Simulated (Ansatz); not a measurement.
# SiO2: the cost of one run

Program: Ansatz 0.2.0. Level of theory: DFT PBE, scalar-relativistic, plane waves, PAW. These are calculated values, not measurements.

The COD cell was measured well above room temperature, so it is larger than a cold one.

1 further run of the same task is left out (set aside as unsound or not needed). Runs told in other sessions of the task aren't counted.

## Step 1: The structure to begin with

The structure is hexagonal, space group P6_222 (No. 180). Conventional cell: a = 5.105 Å, b = 5.105 Å, c = 5.585 Å, α = 90.00°, β = 90.00°, γ = 120.00°. Si (site symmetry 222) has 4 O at 1.62 Å in its first shell of neighbours. O (site symmetry 2) has 2 Si at 1.62 Å in its first shell of neighbours.

As a file:

```cif
data_structure
_symmetry_space_group_name_H-M 'P6_222'
_symmetry_Int_Tables_number 180
_cell_length_a 5.1049
_cell_length_b 5.1049
_cell_length_c 5.5847
_cell_angle_alpha 90.000
_cell_angle_beta 90.000
_cell_angle_gamma 120.000
_cell_volume 126.04
loop_
_atom_site_label
_atom_site_type_symbol
_atom_site_symmetry_multiplicity
_atom_site_Wyckoff_symbol
_atom_site_fract_x
_atom_site_fract_y
_atom_site_fract_z
_atom_site_occupancy
Si1 Si 3 c 0.50000 0.00000 0.00000 1
O1 O 6 j 0.41593 0.20796 0.16667 1
```

It is built from the cell relaxed beforehand with the same method (14.00 Å³/atom).

## Step 2: The undisturbed cell

File input.yaml:

```yaml
crystal:
  lattice:
    - [-5.104896057, 0.0, 0.0]
    - [-2.5524480285, -4.420969669, 0.0]
    - [0.0, 0.0, 11.1693718512]
  atoms:
    - { symbol: Si, position: [0.5, 0.0, 0.0] }
    - { symbol: Si, position: [0.5, 0.0, 0.5] }
    - { symbol: Si, position: [0.0, 0.5, 0.1666666667] }
    - { symbol: Si, position: [0.0, 0.5, 0.6666666667] }
    - { symbol: Si, position: [0.5, 0.5, 0.3333333333] }
    - { symbol: Si, position: [0.5, 0.5, 0.8333333333] }
    - { symbol: O, position: [0.7920366759, 0.7920366759, 0.0833333333] }
    - { symbol: O, position: [0.7920366759, 0.7920366759, 0.5833333333] }
    - { symbol: O, position: [0.2079633241, 0.5840733517, 0.25] }
    - { symbol: O, position: [0.2079633241, 0.5840733517, 0.75] }
    - { symbol: O, position: [0.4159266483, 0.7920366759, 0.4166666667] }
    - { symbol: O, position: [0.4159266483, 0.7920366759, 0.9166666667] }
    - { symbol: O, position: [0.2079633241, 0.2079633241, 0.0833333333] }
    - { symbol: O, position: [0.2079633241, 0.2079633241, 0.5833333333] }
    - { symbol: O, position: [0.7920366759, 0.4159266483, 0.25] }
    - { symbol: O, position: [0.7920366759, 0.4159266483, 0.75] }
    - { symbol: O, position: [0.5840733517, 0.2079633241, 0.4166666667] }
    - { symbol: O, position: [0.5840733517, 0.2079633241, 0.9166666667] }
basis:
  ecutwfc: 420
kpoints:
  mp_grid: { grid: [5, 5, 2] }
hamiltonian:
  xc: pbe
scf:
  occupations: { method: gaussian, width: 0.05 }
output:
  forces: true
  stress: true
  eigenvalues: true
```

Launch:

```bash
$ ansatz run input.yaml --threads 2 --pin off --max-ram 5120MiB --backend cpu --events-out ev --progress --plain --runs-dir out
```

**Question.** How long does this run take on 2 threads of Arm Neoverse V2, shared host, and how much memory does it need?

About 4.9 s, with a peak of 0.51 GiB.
